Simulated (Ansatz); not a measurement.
# Ir: stress in a strained cell

Ir is deformed so: zz strain of +3 %. What stress and forces result, by LAPW, PAW and all-electron datasets made for the crystal?

Computed with Ansatz 0.2.0 (DFT PBE, scalar-relativistic, unless a step's input says otherwise).

## 1. The system as given

Symmetry: Fm-3m, No. 225, cubic system. Conventional cell: a = 3.839 Å, b = 3.839 Å, c = 3.839 Å, α = 90.00°, β = 90.00°, γ = 90.00°. Ir (site symmetry m-3m) has 12 Ir at 2.71 Å as nearest neighbours.

As a file:

```
CELL_PARAMETERS angstrom
0.00000 1.91970 1.91970
1.91970 0.00000 1.91970
1.91970 1.91970 0.00000
ATOMIC_POSITIONS crystal
Ir 0.00000 0.00000 0.00000
```

## 2. After the deformation

Space group Fm-3m before, I4/mmm after.

## 3. LAPW, all electrons

The input, input.yaml:

```yaml
crystal:
  lattice:
    - [0.0, 1.9197, 1.977291]
    - [1.9197, 0.0, 1.977291]
    - [1.9197, 1.9197, 0.0]
  atoms:
    - { symbol: Ir, position: [0.0, 0.0, 0.0] }
kpoints:
  mp_grid: { grid: [15, 15, 15] }
  band_path:
    path:
      - [0.0, 0.0, 0.0]
      - [0.0, 0.5, 0.5]
      - [0.25, 0.75, 0.5]
      - [0.0, 0.5, 0.0]
      - [0.0, 0.0, 0.0]
      - [0.5, 0.5, 0.0]
      - [0.3678244886, 0.6321755114, 0.0]
      - [-0.3678244886, 0.3678244886, 0.0]
      - [0.0, 0.0, 0.0]
    npoints: 5
scf:
  occupations: { method: fermi_dirac, width: 0.05 }
hamiltonian:
  xc: pbe
  pseudopotentials: { kind: all_electron, lapw: { basis_error: 0.0005 } }
output:
  forces: true
  stress: true
  eigenvalues: true
```

Run with:

```console
> ansatz run input.yaml --threads 1 --pin off --max-ram 3072MiB --backend cpu --events-out ev --progress --plain --runs-dir out
```

The log of the run, cut to the lines that bear on the results:

```text
LAPW: plane waves up to 8.940 Å⁻¹, error target 5.0e-4 eV per atom; small_component_spin mean_spin; Ir in spheres of 1.357 Å, 41 of its electrons in bands, Dirac shells []
[...]
Pseudopotentials: kind: all_electron
Pseudopotential: Ir, LAPW, valence charge 41, Koelling and Harmon's equation, gaussian nucleus
Functional definition: PBE
[...]
Crystal: 1 atoms, lattice volume = 14.574 Å³
Basis set: ecut = 304.5033150037149 eV, 169 PW (Γ), exchange–correlation at level 2
Bands: 25, of which v1, the nominal top of the filled ones, is band 21 counted from 1 (20 counted from 0)
Symmetry: 16 space group operations
Space group: I4/mmm (ITA 139), of the structure as read, at distance tolerance 2.4e-5 Å
k-points: 288 of 3375
[...]
SCF iter   1: F=—  HF=-485026.047852 eV  |F-HF|=—  |Δ(HF+E_count)|=         —  Δρ=1.81e-2  dr2=2.00e-2  ethr=4.83e-5  ⟨swp⟩=3.1  Hψ=46655  notcnv=0
[...]
the basis was enlarged: its passes take 1.1 MiB over the memory plan, 1 of 1 planned eigensolver slots
[...]
SCF iter   8: F=-485025.979437 eV  HF=-485025.979437 eV  |F-HF|=1.54e-8  |Δ(HF+E_count)|=   3.21e-8  Δρ=1.60e-5  dr2=3.61e-8  ethr=7.32e-10  ⟨swp⟩=2.0  Hψ=20865  notcnv=0
[...]
NSCF: frozen V_eff on 41 k-points
SCF converged after 8 iterations
Free energy (F): -485025.979437 eV
[...]
E sigma→0 (E₀):  -485025.975300 eV
Entropy (-TS):   -0.008275 eV (-8.275 meV/atom)
Fermi energy:    30.908696 eV
[...]
--- Forces (eV/Å), atoms counted from 1 ---
  atom   1  Ir    -0.00000000     0.00000000     0.00000000
[...]
--- Stress (GPa, compression-positive) ---
        1.873074       0.000000       0.000000
        0.000000       1.873074       0.000000
        0.000000       0.000000      -8.969193
  P = ⅓ Tr σ = -1.7410 GPa (-17.410 kbar)
--- Band table (eV; the first three rows and the last of 288) ---
  k-point 0: bands = ["-254.6067", "-254.6067", "-254.6051", "-254.5676", "-254.5615", "-61.9288", "-26.2998", "-26.2613", "-26.2613", "-26.2594", "-26.2475", "-26.2420", "-26.2420", "-18.4530", "-18.4246", "-18.4246", "20.0637", "26.9087", "27.2871", "27.2871", "29.4661", "29.9683", [...]
[...]
```

It took 37 s on 1 thread of Arm Neoverse V1, shared host; peak memory 0.55 GiB.

Read from it: pressure -1.74 GPa; no gap.

## 4. Frozen-core PAW

The input, input.yaml:

```yaml
crystal:
  lattice:
    - [0.0, 1.9197, 1.977291]
    - [1.9197, 0.0, 1.977291]
    - [1.9197, 1.9197, 0.0]
  atoms:
    - { symbol: Ir, position: [0.0, 0.0, 0.0] }
kpoints:
  mp_grid: { grid: [15, 15, 15] }
scf:
  occupations: { method: fermi_dirac, width: 0.05 }
hamiltonian:
  xc: pbe
  pseudopotentials: { kind: paw }
output:
  forces: true
  stress: true
  eigenvalues: true
  efg: { contact_densities: true }
```

Run with:

```console
> ansatz run input.yaml --threads 1 --pin off --max-ram 3072MiB --backend cpu --events-out ev --progress --plain --runs-dir out
```

The log of the run, cut to the lines that bear on the results:

```text
Ir: output.efg is read without spin–orbit coupling, which moves field gradients at and beside such atoms by some per cent and up to a factor of two; PAW files take it under magnetization.noncollinear and magnetization.spin_orbit
[...]
Pseudopotentials: kind: paw
Pseudopotential: Ir, paw, valence charge 17, recommended cutoff 420 eV (normal)
Functional definition: PBE
[...]
Crystal: 1 atoms, lattice volume = 14.574 Å³
Basis set: ecut = 420 eV, 283 PW (Γ), exchange–correlation on 40×40×40 points (8 copies of the dense FFT grid, shifted against one another)
Bands: 13, of which v1, the nominal top of the filled ones, is band 9 counted from 1 (8 counted from 0)
Symmetry: 16 space group operations
Space group: I4/mmm (ITA 139), of the structure as read, at distance tolerance 2.4e-5 Å
k-points: 288 of 3375
[...]
SCF converged after 6 iterations
Free energy (F): -11935.308896 eV
[...]
E sigma→0 (E₀):  -11935.304758 eV
Entropy (-TS):   -0.008275 eV (-8.275 meV/atom)
Fermi energy:    24.915734 eV
[...]
--- Forces (eV/Å), atoms counted from 1 ---
  atom   1  Ir    -0.00000000     0.00000000     0.00000000
[...]
--- Stress (GPa, compression-positive) ---
        1.925724       0.000000       0.000000
        0.000000       1.925724       0.000000
        0.000000       0.000000      -8.921043
  P = ⅓ Tr σ = -1.6899 GPa (-16.899 kbar)
--- PAW observables at the nuclei: V_zz in 10²¹ V/m², potentials from the cell's mean, atoms counted from 1 ---
  atom   1  Ir V_zz =    +2.176302   η = 0.0000   by run symmetry: allowed
            electrostatic potential = -15797.186511 V   contact ρ = 11166109.572939 e/Å³
--- Band table (eV; the first three rows and the last of 288) ---
  k-point 0: bands = ["-67.9126", "-24.4428", "-24.4138", "-24.4138", "14.0659", "20.9128", "21.2913", "21.2913", "23.4718", "23.9746", "38.5788", "43.3315", "44.2114"]
[...]
```

Run time: 4.3 s. Hardware: 1 thread of Arm Neoverse V1, shared host; peak memory 0.37 GiB.

Read from it: pressure -1.69 GPa; no gap; Vzz Ir 2.18 (η = 0.00) (10²¹ V/m²).

## 5. All-electron PAW on datasets made for the crystal

input.yaml: that of step 4 with these lines changed.

```diff
@@ -13,3 +13,3 @@
   xc: pbe
-  pseudopotentials: { kind: paw }
+  pseudopotentials: { kind: all_electron, datasets: crystal }
 output:
```

Run with:

```console
> ansatz run input.yaml --threads 1 --pin off --max-ram 3072MiB --backend cpu --events-out ev --progress --plain --runs-dir out
```

The log of the run, cut to the lines that bear on the results:

```text
[...]
Ir: output.efg is read without spin–orbit coupling, which moves field gradients at and beside such atoms by some per cent and up to a factor of two; PAW files take it under magnetization.noncollinear and magnetization.spin_orbit
[...]
Pseudopotentials: kind: all_electron
Pseudopotential: Ir, paw, valence charge 17, recommended cutoff 300 eV (normal), Koelling and Harmon's equation, gaussian nucleus
Functional definition: PBE
[...]
Crystal: 1 atoms, lattice volume = 14.574 Å³
Basis set: ecut = 300 eV, 169 PW (Γ), exchange–correlation on 32×32×32 points (8 copies of the dense FFT grid, shifted against one another)
Bands: 13, of which v1, the nominal top of the filled ones, is band 9 counted from 1 (8 counted from 0)
Symmetry: 16 space group operations
Space group: I4/mmm (ITA 139), of the structure as read, at distance tolerance 2.4e-5 Å
k-points: 288 of 3375
[...]
In the spheres:  the bands' charges fall short by 2.3e-7 e at most (sound up to 1e-3)
Fermi energy:    30.908653 eV
[...]
  The terms above E_closure are by the made datasets' own strengths, without shells solved beside the bands.
--- Forces (eV/Å), atoms counted from 1 ---
  atom   1  Ir     0.00000000     0.00000000    -0.00000000
[...]
--- Stress (GPa, compression-positive) ---
        1.875131       0.000000       0.000000
        0.000000       1.875131       0.000000
        0.000000       0.000000      -8.967056
  P = ⅓ Tr σ = -1.7389 GPa (-17.389 kbar)
--- PAW observables at the nuclei: V_zz in 10²¹ V/m², potentials from the cell's mean, atoms counted from 1 ---
  atom   1  Ir V_zz =    +2.149708   η = 0.0000   by run symmetry: allowed
            electrostatic potential = -15797.138349 V   contact ρ = 11159926.356003 e/Å³
--- Band table (eV; the first three rows and the last of 288) ---
  k-point 0: bands = ["-61.9289", "-18.4530", "-18.4246", "-18.4246", "20.0637", "26.9087", "27.2871", "27.2871", "29.4661", "29.9682", "44.5663"]
[...]
```

It took 14 s on 1 thread of Arm Neoverse V1, shared host; peak memory 0.49 GiB.

Read from it: pressure -1.74 GPa; no gap; Vzz Ir 2.15 (η = 0.00) (10²¹ V/m²).

## 6. Stress and forces compared

Stress (GPa, compression positive):

```
          method    xx    yy     zz    yz    xz    xy
            LAPW  1.87  1.87  -8.97  0.00  0.00  0.00
             PAW  1.93  1.93  -8.92  0.00  0.00  0.00
crystal datasets  1.88  1.88  -8.97  0.00  0.00  0.00
```

| method | pressure (GPa) | Vzz Ir (10²¹ V/m²) | SCF cycles, all passes |
| --- | --- | --- | --- |
| LAPW | -1.74 | – | 8 |
| PAW | -1.69 | 2.18 | 6 |
| crystal datasets | -1.74 | 2.15 | 7 |

## 7. Outcome

```
                                 quantity                                              value
                                 pressure  LAPW -1.74, PAW -1.69, crystal datasets -1.74 GPa
largest shear or deviatoric stress (LAPW)                                           7.23 GPa
```

**Reading.** The largest part of the stress beyond the pressure is 7.23 GPa in size, in the zz component. No run of the undeformed cell stands beside it, so the pressure holds what the given cell had before the change. PAW: stress within 0.05 GPa of LAPW. Crystal datasets: stress within 0.01 GPa of LAPW. Spin-orbit coupling is left out, though the cell holds Ir; in elements this heavy it can shift bands and gaps by tenths of an eV.
